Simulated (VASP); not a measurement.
# Al2O3 (P-6m2) in VASP: a series of runs, part 2 of 2

VASP 6.6.1. Earlier steps stand in the parts before.

### Step 6. Single point, LDA

INCAR

```
SYSTEM = Al2O3
PREC     = Accurate       ! precision mode
ENCUT    = 250            ! plane-wave cutoff, eV
EDIFF    = 1E-7           ! SCF threshold, eV
ISMEAR   = 0              ! smearing method
SIGMA    = 0.05           ! smearing width, eV
LREAL    = .FALSE.        ! projectors in reciprocal space
LASPH    = .TRUE.         ! aspherical terms in the spheres
NELM     = 100            ! most SCF steps
ALGO     = Normal         ! electronic algorithm
ISIF     = 2              ! what is computed and relaxed
LWAVE    = .FALSE.        ! write WAVECAR
LCHARG   = .FALSE.        ! write CHGCAR
GGA      = CA             ! functional
NBANDS   = 20             ! bands
ADDGRID  = .FALSE.
```

KPOINTS

```
Automatic mesh
0
G
  11 11 3
  0 0 0
```

POSCAR

```
Al2O3
1.0
    2.8843249483      0.0000000000      0.0000000000
   -1.4421624742      2.4978986780      0.0000000000
    0.0000000000      0.0000000000      9.3367544600
Al O
2 3
Direct
    0.0000000000      0.0000000000      0.8500076700
    0.0000000000      0.0000000000      0.1499923300
    0.3333333333      0.6666666667      0.7776830800
    0.6666666667      0.3333333333      0.0000000000
    0.3333333333      0.6666666667      0.2223169200
```

Potentials or basis: VASP PAW LDA potentials, release 64 (Al, O).

On the command line:

```console
$ cat potpaw_LDA.64/Al/POTCAR potpaw_LDA.64/O/POTCAR > POTCAR
$ mpirun -np 1 vasp_std > vasp.out
```

OUTCAR:

```text
SYSTEM = Al2O3
   PREC = Accurate
   ENCUT = 250
   EDIFF = 1E-7
   ISMEAR = 0
   LREAL = .FALSE.
   LASPH = .TRUE.
   NELM = 100
   ISIF = 2
   GGA = CA

 Found     32 irreducible k-points:

 Following reciprocal coordinates:
            Coordinates               Weight
  0.000000  0.000000  0.000000      1.000000
  0.090909 -0.000000  0.000000      6.000000
  0.181818 -0.000000  0.000000      6.000000
  0.272727  0.000000  0.000000      6.000000
  0.363636  0.000000  0.000000      6.000000
  0.454545 -0.000000  0.000000      6.000000
   k-points           NKPTS =     32   k-points in BZ     NKDIM =     32   number of bands    NBANDS=     20
   number of dos      NEDOS =    301   number of ions     NIONS =      5
   total plane-waves  NPLWV =  12288
   dimension x,y,z NGX =    16 NGY =   16 NGZ =   48
   dimension x,y,z NGXF=    32 NGYF=   32 NGZF=   96
   ions per type =               2   3
   NGX,Y,Z   is equivalent  to a cutoff of   9.22,  9.22,  8.55 a.u.
   NGXF,Y,Z  is equivalent  to a cutoff of  18.44, 18.44, 17.09 a.u.
 SYSTEM =  Al2O3
   PREC   = accura    normal or accurate (medium, high low for compatibility)
   ISTART =      0    job   : 0-new  1-cont  2-samecut
   ICHARG =      2    charge: 1-file 2-atom 10-const
   ISPIN  =      1    spin polarized calculation?
   LNONCOLLINEAR =      F non collinear calculations
   LSORBIT =      F    spin-orbit coupling
   LASPH  =      T    aspherical Exc in radial PAW
   ENCUT  =  250.0 eV  18.37 Ry    4.29 a.u.   3.72  3.72 12.04*2*pi/ulx,y,z
   NELM   =    100;   NELMIN=  2; NELMDL= -5     # of ELM steps
   EDIFF  = 0.1E-06   stopping-criterion for ELM
   LREAL  =      F    real-space projection
   EDIFFG = 0.1E-05   stopping-criterion for IOM
   NSW    =      0    number of steps for IOM
   IBRION =     -1    ionic relax: 0-MD 1-quasi-New 2-CG
   NFREE  =      0    steps in history (QN), initial steepest desc. (CG)
   ISIF   =      2    stress and relaxation
   ISYM   =      2    0-nonsym 1-usesym 2-fastsym
   POTIM  = 0.5000    time-step for ionic-motion
   TEBEG  =    0.0;   TEEND  =   0.0 temperature during run
   PSTRESS=    0.0 pullay stress
   NELECT =      24.0000    total number of electrons
   NUPDOWN=      -1.0000    fix difference up-down
   EMIN   =  10.00;   EMAX   =-10.00  energy-range for DOS
   EFERMI =   0.00;   METHOD = LEGACY
   ISMEAR =     0;   SIGMA  =   0.05  broadening in eV -4-tet -1-fermi 0-gaus
   EFERMI_NEDOS =   21; number of points for ismear=-14 and -15
   IALGO  =     38    algorithm
   IMIX   =      4    mixing-type and parameters
     AMIX     =   0.40;   BMIX     =  1.00
     AMIX_MAG =   1.60;   BMIX_MAG =  1.00
  volume/ion in A,a.u.               =      13.45        90.79
  Fermi-wavevector in a.u.,A,eV,Ry     =   1.161111  2.194181 18.343074  1.348178
  Thomas-Fermi vector in A             =   2.297686
   LORBIT       =      0    0 simple, 1 ext, 2 COOP (PROOUT), +10 PAW based schemes
   GGA     = CA    functional components
   LHFCALC =     F    Hartree Fock is set to
   AEXX    =    0.0000 exact exchange contribution
   IVDW    =     0    specifies the selected vdW correction
   LEPSILON=     F    determine dielectric tensor
   LRPA    =     F    only Hartree local field effects (RPA)
 non-spin polarized calculation
 Gauss-broadening in eV      SIGMA  =   0.05
  energy-cutoff  :      250.00
  volume of cell :       67.27
 maximum number of plane-waves:       618
 NGX is ok and might be reduce to    16
   NGX =  7   NGY =  7   NGZ = 25

 number of electron      23.9999963 magnetization

 Free energy of the ion-electron system (eV)
  ---------------------------------------------------
  ext. energy  EPLUGINS =         0.00000000
  ---------------------------------------------------
  free energy    TOTEN  =       -41.29800995 eV

  energy without entropy =      -41.29800995  energy(sigma->0) =      -41.29800995

 E-fermi :   0.6936     XC(G=0):  -8.9071

 val. band max:        0.4325500204   @ k =   0.1818  -0.0000   0.3333
 cond. band min:       5.1381221220   @ k =   0.0000   0.0000   0.0000
 fundamental gap:      4.7055721016
 Fermi energy:         0.6935728409

 k-point     1 :       0.0000    0.0000    0.0000
  band No.  band energies     occupation
      1     -18.2703      2.00000
      2     -17.2774      2.00000
      3     -16.1027      2.00000
      4      -4.5727      2.00000
      5      -1.7206      2.00000
      6      -1.0963      2.00000
[... 12 lines left out ...]
     19      15.2449      0.00000
[... 99 lines left out ...]
      4      -5.4558      2.00000
      5      -5.3269      2.00000
      6      -3.9093      2.00000
[... 12 lines left out ...]
     19      14.0147      0.00000
     20      14.5227      0.00000

 [... further k-points ...]

------------------------ aborting loop because EDIFF is reached ----------------------------------------

  FORCE on cell =-STRESS in cart. coord.  units (eV):
  Direction    XX          YY          ZZ          XY          YZ          ZX
  --------------------------------------------------------------------------------------
  -------------------------------------------------------------------------------------
  Total      -32.2260441    -32.2260441    -32.2359413      0.0000000      0.0000000      0.0000000
  in kB     -767.5428608   -767.5428608   -767.7785869      0.0000000      0.0000000      0.0000000
  external PRESSURE =    -767.6214362 kB  Pullay stress =       0.0000000 kB

 VOLUME and BASIS-vectors are now :
 -----------------------------------------------------------------------------
  energy-cutoff  :      250.00
  volume of cell :       67.27
      direct lattice vectors                 reciprocal lattice vectors
     2.884324948  0.000000000  0.000000000     0.346701574  0.200168247  0.000000000
    -1.442162474  2.497898678  0.000000000     0.000000000  0.400336494  0.000000000
     0.000000000  0.000000000  9.336754460     0.000000000  0.000000000  0.107103598

 POSITION                                       TOTAL-FORCE (eV/Angst)
 -----------------------------------------------------------------------------------
      0.00000      0.00000      7.93631        -0.000000      0.000000     -0.091595
      0.00000      0.00000      1.40044        -0.000000      0.000000      0.091595
     -0.00000      1.66527      7.26104         0.000000     -0.000000      0.489835
      1.44216      0.83263      0.00000        -0.000000     -0.000000      0.000000
     -0.00000      1.66527      2.07572         0.000000      0.000000     -0.489835
 -----------------------------------------------------------------------------------
    total drift:                               -0.000004      0.000002     -0.000000

  FREE ENERGIE OF THE ION-ELECTRON SYSTEM (eV)
  ---------------------------------------------------
  free  energy   TOTEN  =       -41.2980099497 eV

  energy  without entropy=      -41.2980099497  energy(sigma->0) =      -41.29800995
```

OSZICAR:

```text
N       E                     dE             d eps       ncg     rms          rms(c)
DAV:   1     0.655384536775E+02    0.65538E+02   -0.83579E+03  1336   0.601E+02
DAV:   2    -0.393640382859E+02   -0.10490E+03   -0.10228E+03  1500   0.194E+02
DAV:   3    -0.441385431609E+02   -0.47745E+01   -0.47590E+01  1716   0.437E+01
DAV:   4    -0.441721464020E+02   -0.33603E-01   -0.33593E-01  1600   0.383E+00
DAV:   5    -0.441724719932E+02   -0.32559E-03   -0.32558E-03  1652   0.358E-01    0.110E+01
DAV:   6    -0.416873455608E+02    0.24851E+01   -0.46758E+00  1428   0.146E+01    0.589E+00
DAV:   7    -0.414017223582E+02    0.28562E+00   -0.36083E-01  1528   0.378E+00    0.284E+00
DAV:   8    -0.413028418814E+02    0.98880E-01   -0.70511E-02  1608   0.212E+00    0.476E-01
DAV:   9    -0.412970383265E+02    0.58036E-02   -0.78277E-03  1684   0.738E-01    0.175E-01
DAV:  10    -0.412970738144E+02   -0.35488E-04   -0.22734E-03  1536   0.280E-01    0.104E-01
DAV:  11    -0.412977212926E+02   -0.64748E-03   -0.23295E-03  1492   0.445E-01    0.742E-02
DAV:  12    -0.412979650474E+02   -0.24375E-03   -0.49108E-04  1504   0.133E-01    0.491E-02
DAV:  13    -0.412980092112E+02   -0.44164E-04   -0.11755E-04  1576   0.738E-02    0.112E-02
DAV:  14    -0.412980087367E+02    0.47454E-06   -0.88610E-06  1656   0.275E-02    0.269E-03
DAV:  15    -0.412980097946E+02   -0.10579E-05   -0.19863E-06  1552   0.914E-03    0.104E-03
DAV:  16    -0.412980099415E+02   -0.14686E-06   -0.83913E-08  1360   0.184E-03    0.450E-04
DAV:  17    -0.412980099497E+02   -0.81825E-08   -0.15651E-08  1232   0.103E-03
   1 F= -.41298010E+02 E0= -.41298010E+02  d E =-.188228E-14
```

Run time: 11 s. Hardware: 1 thread of Intel Xeon Platinum 8488C (Sapphire Rapids), shared host; peak memory 0.12 GiB.

The run converged, but a check on its numbers failed (symmetry, net force, bounds or a known fault of this set-up), so they aren't taken as properties of the crystal.

Caveat: the cutoff lies under the usual one of these potentials, so the numbers hold a large basis-set error; a pressure of tens of GPa on the cell as given is suspect, and the run, the potentials or the cell itself is likely at fault; an odd mesh through Γ misses points on the zone boundary, where band edges often lie.

### Step 7. The reference run

An earlier run on the cell as given: functional PBE; potentials or basis VASP PAW PBE potentials, release 64 (Al, O); cutoff 520 eV; k mesh 11 × 11 × 3; occupations fermi-dirac, width 0.05 eV; no spin polarisation.

- Pressure: 0.1 GPa
- Largest force: 0.012 eV/Å
- Band gap on the k mesh: 4.77 eV, indirect (least direct gap 5.01 eV)
